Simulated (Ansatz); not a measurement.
The system is Sn.

```xyz
2
Lattice="0.0000 3.2333 3.2333 3.2333 0.0000 3.2333 3.2333 3.2333 0.0000" Properties=species:S:1:pos:R:3 pbc="T T T"
Sn    4.8500    4.8500    4.8500
Sn    3.2333    3.2333    3.2333
```

This isn't the form of Sn at room conditions, which is tetragonal (white tin).

Base run:

```yaml
Program: Ansatz 0.2.0
Functional: LDA
Potentials_or_basis: Ansatz PAW
Cutoff: "420 eV (not typed: the program's choice for these potentials)"
k_mesh: 7 × 7 × 7
Occupations: fermi-dirac, width 0.05 eV
Spin: no spin polarisation
```

Its results: band gap on the k mesh none (metal or under the smearing width); pressure 0.2 GPa.

After a change of settings the same cell gave: band gap on the k mesh none (metal or under the smearing width); pressure 1.5 GPa. Which change was it?
A. functional from LDA to PBEsol
B. functional from LDA to PBE; potentials or basis from Ansatz PAW to JTH PAW; cutoff from 420 eV (not typed: the program's choice for these potentials) to 6600 eV (not typed: the program's choice for these potentials)
C. functional from LDA to PBE; k mesh from 7 × 7 × 7 to 13 × 13 × 13
D. functional from LDA to revPBE

A.

PBEsol binds less tightly than LDA, so the same cell stands under more pressure.

Caveats: spin-orbit coupling is left out, which moves the levels of the heavy elements; the PAW data sets come from PBE, with cores solved anew for the run's functional, which leaves a small shift of forces and pressure.
